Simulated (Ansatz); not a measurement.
## Calculated ¹⁴N nuclear quadrupole resonance for Zr3N4

Cell: a COD entry, its atoms then relaxed with PBE in this cell.

```
Zr N
1.0
    -3.37000    3.37000    3.37000
     3.37000   -3.37000    3.37000
     3.37000    3.37000   -3.37000
Zr N
6 8
Direct
  0.25000 0.62500 0.37500
  0.37500 0.25000 0.62500
  0.75000 0.87500 0.12500
  0.12500 0.75000 0.87500
  0.62500 0.37500 0.25000
  0.87500 0.12500 0.75000
  0.13742 0.13742 0.13742
  0.86258 0.50000 0.00000
  0.50000 0.00000 0.36258
  0.00000 0.86258 0.50000
  0.36258 0.50000 0.00000
  0.63742 0.63742 0.63742
  0.00000 0.36258 0.50000
  0.50000 0.00000 0.86258
```

Atoms are numbered from 1 in the order listed; like atoms form one site, named after its first atom.

Method: Kohn–Sham DFT in Ansatz, PBE, plane waves and PAW, with spin–orbit coupling, 420 eV cutoff, Γ-centred 6×6×6 k-points, Fermi–Dirac smearing 0.02 eV.

¹⁴N: I = 1, Q = 20.44 mb (year-2017 value). Static lattice, zero field.

Question: Predict the zero-field ¹⁴N lines of each site.

Answer: For I = 1 the lines are ν± = (3/4)|C_Q|(1 ± η/3) and ν₀ = |C_Q|η/2.

```json
{"site": "N", "atoms": "7, 8, 9, 10, 11, 12, …", "V_zz (10²¹ V/m²)": "0.57", "C_Q (MHz)": "0.283", "η": "0.00", "line frequencies (MHz)": "0.212"}
```

An axis of threefold or higher order runs through N, so V_zz lies along it and η is zero.

With a gap of 0.7 eV on this mesh, small gradients can still move by 0.1 × 10²¹ V/m² or more as the k-mesh gets denser.
